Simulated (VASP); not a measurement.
Runs of VASP 6.6.1 on KMgF3. All rows change the cell; the cell of one of them follows. The structure is tetragonal, space group P4/mmm (No. 123). Conventional cell: a = 3.926 Å, b = 3.926 Å, c = 3.986 Å, α = 90.00°, β = 90.00°, γ = 90.00°. K (site symmetry 4/mmm) has 12 F at 2.78 to 2.80 Å as nearest neighbours. Around Mg (site symmetry 4/mmm) lie 6 F at 1.96 to 1.99 Å. F (site symmetry mmm) is surrounded by 2 Mg at 1.96 Å. Around F (site symmetry 4/mmm) lie 2 Mg at 1.99 Å. 

```csv
cell,gap on the mesh (eV),pressure (GPa)
"strain -0.015 along x and y, +0.000 along z, atoms carried along",(a),6.1
"strain +0.015 along x and y, -0.030 along z, atoms carried along",7.29,3.7
"strain +0.030 along x and y, +0.000 along z, atoms carried along",(b),-0.9
"strain -0.015 along x and y, -0.030 along z, atoms carried along",(c),9.1
```

Alike in all rows: task single point; level PBE; potentials or basis VASP PAW PBE potentials, release 64 (K_sv, Mg, F); no spin polarisation; k mesh 6 × 6 × 6; cutoff (eV) 520; smearing gaussian 0.05 eV.

Fill in the values left out.

(a) 7.53; (b) 6.86; (c) 7.78.

A k mesh can miss the band edges.
